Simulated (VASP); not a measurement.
The system is TiO2 (Anatase).

```xyz
6
Lattice="-1.8860 1.8860 4.7795 1.8860 -1.8860 4.7795 1.8860 1.8860 -4.7795" Properties=species:S:1:pos:R:3 pbc="T T T"
Ti    0.0000    0.0000    0.0000
Ti    0.0000    1.8860    2.3897
O     0.0000    0.0000    1.9841
O     0.0000    1.8860    4.3738
O     0.0000    1.8860    0.4057
O     0.0000    0.0000    7.5749
```

Base run:

```yaml
Program: VASP 6.6.1
Functional: TB-mBJ
Potentials_or_basis: VASP PAW PBE potentials, release 64 (Ti_sv, O)
Cutoff: 520 eV
k_mesh: 10 × 10 × 10
Occupations: gaussian, width 0.03 eV
Spin: no spin polarisation
```

Its results: band gap on the k mesh 3.17 eV, indirect (least direct gap 3.50 eV).

Task: The run is repeated on the same cell with these changes: functional from TB-mBJ to r2SCAN. What comes out?

Result: Band gap on the k mesh 2.57 eV, indirect (least direct gap 2.91 eV).
